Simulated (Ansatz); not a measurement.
Crystal: Si.

```
CELL_PARAMETERS angstrom
0.00000 2.72185 2.72185
2.72185 0.00000 2.72185
2.72185 2.72185 0.00000
ATOMIC_POSITIONS crystal
Si 0.50000 0.50000 0.50000
Si 0.75000 0.75000 0.75000
```

Below is the output of Ansatz 0.2.0 for this cell. Logs are shortened: lines on timing, memory, paths and dates and some standing lists are left out, and cuts for length are marked.

```text
Warning: RAYON_NUM_THREADS=2 ignored (pool sized by the plan → 2); use --threads N
Engine: ansatz 0.2.0, x86_64-unknown-linux-gnu
Pseudopotentials: kind: paw
Pseudopotential: Si, paw, valence charge 4, recommended cutoff 420 eV (normal), Si.paw.azcp
Functional definition: PBE
  parameter kappa = 0.804
  parameter beta = 0.06672455060314922
  exchange = pbe_x(kappa = kappa, mu = beta*pi^2/3)
  correlation = pbe_c(beta = beta)
Crystal: 2 atoms, lattice volume = 40.330 Å³
Basis set: ecut = 420 eV, 749 PW (Γ), exchange–correlation on 54×54×54 points (8 copies of the dense FFT grid, shifted against one another)
Bands: 8, of which v1, the nominal top of the filled ones, is band 4 counted from 1 (3 counted from 0)
Symmetry: 48 space group operations
Space group: Fd-3m (ITA 227), of the structure as read, at distance tolerance 3.4e-5 Å
k-points: 29 of 512
Non-local potential: Si, projectors of the file, l = 0: 2, l = 1: 2, l = 2: 2
PAW form: soft (Blöchl's): semilocal exchange-correlation on the pseudo side does not see the compensation charge
PAW one-centre angular grid: Si, 110 points (default); XC on 64 Gauss nodes
Initial density: superposition of atomic densities (neutral atoms: chi_scale 0, normalization atom), corrected by the library's trained network
Initial wavefunctions: pseudopotential atomic-orbital guess
Functional: x = pbe(κ = 0.804, μ = 0.2195149727645171), c = pbe(β = 0.06672455060314922)
SCF iter   1: F=—  HF=-1271.613597 eV  |F-HF|=—  |Δ(HF+E_count)|=         —  Δρ=1.15e-3  dr2=2.92e-4  ethr=1.77e-3  ⟨swp⟩=6.2  Hψ=2106  notcnv=0
preconditioner: auto → none  [insulator: Δε(μ)=0.625 eV  Ē_g=9.448 eV  σ=0.015 eV  W_gap=1.00  n_scr=8 (ndim 8)  ℏωp=16.5 eV  f_vac=0.000  D(μ)=0.00/eV (n_scr^D=0)  ε∞_Penn≈4.1]
SCF iter   2: F=—  HF=-1271.613992 eV  |F-HF|=—  |Δ(HF+E_count)|=   3.96e-4  Δρ=4.75e-4  dr2=4.65e-5  ethr=3.65e-6  ⟨swp⟩=2.1  Hψ=645  notcnv=0
SCF iter   3: F=—  HF=-1271.614035 eV  |F-HF|=—  |Δ(HF+E_count)|=   4.24e-5  Δρ=9.47e-5  dr2=2.27e-6  ethr=5.81e-7  ⟨swp⟩=2.1  Hψ=349  notcnv=0
SCF iter   4: F=—  HF=-1271.614036 eV  |F-HF|=—  |Δ(HF+E_count)|=   1.43e-6  Δρ=2.04e-5  dr2=1.25e-7  ethr=2.84e-8  ⟨swp⟩=2.0  Hψ=348  notcnv=0
iter 5 did not close the SCF: its close was put off for the readings that it lacked (scf_convergence_deferred on its scf_iter line)
SCF iter   5: F=-1271.614036 eV  HF=-1271.614036 eV  |F-HF|=8.26e-10  |Δ(HF+E_count)|=   2.78e-8  Δρ=2.70e-6  dr2=1.36e-9  ethr=1.56e-9  ⟨swp⟩=2.0  Hψ=348  notcnv=0
SCF iter   6: F=-1271.614036 eV  HF=-1271.614036 eV  |F-HF|=5.46e-12  |Δ(HF+E_count)|=  8.46e-10  Δρ=3.44e-7  dr2=2.97e-11  ethr=1.70e-11  ⟨swp⟩=4.2  Hψ=1060  notcnv=0
SCF 1 converged in 6 iterations: F = -1271.614036 eV  dr2 = 2.97e-11
  greatest PAW one-centre occupation: 0.633 electrons in one spin orbital (limit 2), on the Si atom at site 1 (counted from 0), in its partial waves of l = 0
SCF converged after 6 iterations
Free energy (F): -1271.614036 eV
Harris-Foulkes:  -1271.614036 eV  (|F-HF|=5.46e-12)
Internal energy: -1271.614036 eV  (E = F + TS)
E sigma→0 (E₀):  -1271.614036 eV
Fermi energy:    6.468284 eV
--- Per-component energies (eV) ---
  E_band       = 8.903282
  E_kinetic    = 80.630221
  E_local      = -55.275743  (includes V_loc(G=0)·N_el)
  E_nonlocal   = 51.928301
  E_hartree    = 15.012102
  E_xc         = -110.333275
  E_vxc        = -93.430936  (∫ρ·V_xc dr)
  E_paw        = -1025.589694  (= ΣΔE_a)
  E_vpaw       = -4.972801  (= ΣTr[D̂ρ^β])
  E_aug_tail   = 0.000012  (compensation charges beyond the density's cutoff)
  E_ewald      = -227.985960
  E_smearing   = -0.000000  (= −TS)
  E_closure    = 0.000000  (closes the sum)
  Σ components = -1271.614036   (vs F -1271.614036, Δ=0.00e0)
--- Forces (eV/Å), atoms counted from 1 ---
  atom   1  Si     0.00000000    -0.00000000     0.00000000
  atom   2  Si    -0.00000000    -0.00000000    -0.00000000
  max |Σ_I F_I| component: 3.70e-17 eV/Å
--- Stress (GPa, compression-positive) ---
        1.342898      -0.000000      -0.000000
        0.000000       1.342898      -0.000000
       -0.000000      -0.000000       1.342898
  P = ⅓ Tr σ = 1.3429 GPa (13.429 kbar)
--- Band table (eV; the first three rows and the last of 29) ---
  k-point 0: bands = ["-5.7567", "6.1558", "6.1558", "6.1558", "8.7131", "8.7131", "8.7131", "9.4376"]
  k-point 1: bands = ["-5.5538", "4.5593", "5.8688", "5.8688", "8.6346", "9.1346", "9.1346", "10.8017"]
  k-point 2: bands = ["-4.9621", "2.2422", "5.4006", "5.4006", "8.1576", "9.6529", "9.6529", "13.0138"]
  k-point 28: bands = ["-1.4777", "-1.4777", "2.3347", "2.3347", "10.4237", "10.4237", "11.1305", "11.1305"]
```

Q: Write the input and the command behind it.

A: Single point with PBE, no spin polarisation. The files as run (others can give the same):

input.yaml
```yaml
crystal:
  lattice:
    - [0.0, 2.7218511865, 2.7218511865]
    - [2.7218511865, 0.0, 2.7218511865]
    - [2.7218511865, 2.7218511865, 0.0]
  atoms:
    - { symbol: Si, position: [0.5, 0.5, 0.5] }
    - { symbol: Si, position: [0.75, 0.75, 0.75] }
hamiltonian:
  xc: pbe
  pseudopotentials: { kind: paw }
kpoints:
  mp_grid: { grid: [8, 8, 8] }
scf:
  occupations: { method: gaussian, width: 0.015 }
output:
  forces: true
  stress: true
  eigenvalues: true
  write_density: true
  write_potential: true
  elf: true
  volumetric_format: npy
```

Potentials or basis: Ansatz PAW.
The run is started by
```sh
$ ansatz run input.yaml --threads 2 --pin off --max-ram 5632MiB --backend cpu --events-out ev --progress --plain --runs-dir out
```
